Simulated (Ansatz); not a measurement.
BN:

```
N B
1.0
     1.25112    0.72234    3.37293
    -1.25112    0.72234    3.37293
     0.00000   -1.44467    3.37293
N B
1 1
Direct
  0.66724 0.66724 0.66724
  0.00033 0.00033 0.00033
```

The cell is a database's computed one.

Program: Ansatz 0.2.0. Alike in all runs: task band structure; potentials or basis Ansatz PAW; no spin polarisation; cell as given; k mesh 12 × 12 × 12; smearing fermi-dirac 0.05 eV.

Question: Order these runs on this cell by their band gap on the k mesh, lowest first.
A. level r2SCAN; cutoff (eV) 500
B. level revPBE; cutoff (eV) 420
C. level LDA; cutoff (eV) 420

Answer: C (4.11 eV), B (4.37 eV), A (4.80 eV).

Caveats: the k mesh misses the band edges, so the gap on the mesh is wider than the one along the path (some runs).

Runs at the PBE level aren't shown here.
